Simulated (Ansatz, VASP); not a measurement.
Given: the input of a run of VASP 6.6.1 on TiSi2. The cell is a database's computed one, not the measured one.

File INCAR:

```
SYSTEM = TiSi2
PREC     = Accurate       ! precision mode
ENCUT    = 600            ! plane-wave cutoff, eV
EDIFF    = 1E-6           ! SCF threshold, eV
ISMEAR   = -1             ! smearing method
SIGMA    = 0.05           ! smearing width, eV
LREAL    = .False.        ! projectors in reciprocal space
LASPH    = .True.         ! aspherical terms in the spheres
NELM     = 60             ! most SCF steps
ALGO     = Normal         ! electronic algorithm
ISIF     = 3              ! what is computed and relaxed
LWAVE    = .False.        ! write WAVECAR
LCHARG   = .False.        ! write CHGCAR
GGA      = PS             ! functional
IVDW     = 12             ! dispersion correction
IBRION   = 2              ! ionic algorithm
NSW      = 60             ! ionic steps
EDIFFG   = -0.02          ! ionic threshold
```

Contents of KPOINTS:

```
regular mesh
0
Gamma
  7 7 7
  0 0 0
```

File POSCAR:

```
TiSi2
1.0
    0.0000000000      4.1175163063      4.2628978354
    2.3895119538      0.0000000000      4.2628978354
    2.3895119538      4.1175163063      0.0000000000
Ti Si
2 4
Direct
    0.7500000000      0.7500000000      0.7500000000
    0.5000000000      0.5000000000      0.5000000000
    0.4125656100      0.0874343900      0.4125656100
    0.0874343900      0.4125656100      0.0874343900
    0.1625656100      0.8374343900      0.1625656100
    0.8374343900      0.1625656100      0.8374343900
```

Potentials or basis: VASP PAW PBE potentials, release 64 (Ti_sv, Si).

Launch:

```console
$ cat potpaw_PBE.64/Ti_sv/POTCAR potpaw_PBE.64/Si/POTCAR > POTCAR
$ mpirun -np 1 vasp_std > vasp.out
```

Problem. Translate it to Ansatz 0.2.0. Potentials or basis there: Ansatz PAW, cutoff 420 eV.

Solution. As run (cutoffs and basis follow the program's own potentials, and thresholds, step limits or extra output files can differ):

The input input.yaml:

```yaml
crystal:
  lattice:
    - [0.0, 4.1175163063, 4.2628978354]
    - [2.3895119538, 0.0, 4.2628978354]
    - [2.3895119538, 4.1175163063, 0.0]
  atoms:
    - { symbol: Ti, position: [0.75, 0.75, 0.75] }
    - { symbol: Ti, position: [0.5, 0.5, 0.5] }
    - { symbol: Si, position: [0.41256561, 0.08743439, 0.41256561] }
    - { symbol: Si, position: [0.08743439, 0.41256561, 0.08743439] }
    - { symbol: Si, position: [0.16256561, 0.83743439, 0.16256561] }
    - { symbol: Si, position: [0.83743439, 0.16256561, 0.83743439] }
hamiltonian:
  xc: pbesol
  pseudopotentials: { kind: paw }
  dispersion: d3bj
kpoints:
  mp_grid: { grid: [7, 7, 7] }
scf:
  occupations: { method: fermi_dirac, width: 0.05 }
output:
  forces: true
  stress: true
  eigenvalues: true
relax:
  f_tol: 0.01
  max_steps: 40
  cell: { stress_tol: 0.05 }
```

Potentials or basis: Ansatz PAW.

The run is started by

```sh
$ ansatz run input.yaml --threads 1 --pin off --max-ram 3584MiB --backend cpu --events-out ev --progress --plain --runs-dir out
```

Both were run:

|  | VASP | Ansatz |
| --- | --- | --- |
| Relaxed volume | 13.27 Å³/atom | 13.26 Å³/atom |
| Relaxed cell | a = 5.826 Å, b = 4.826 Å, c = 4.657 Å, α = 75.80°, β = 53.41°, γ = 50.79° | a = 5.823 Å, b = 4.824 Å, c = 4.654 Å, α = 75.78°, β = 53.43°, γ = 50.79° |
| Space group after relaxing | Fddd (No. 70) | Fddd (No. 70) |
| Pressure after relaxing | -0.1 GPa | 0.0 GPa |

Ansatz's pressure holds a Pulay term of +0.03 GPa for its cutoff of 420 eV, which the other run lacks.

VASP's potentials were made for PBE. Ansatz's potentials were made for PBE.

Where Ansatz's input types no cutoff or centring, it takes its own default and a Γ-centred mesh.

Pressure is positive in compression.
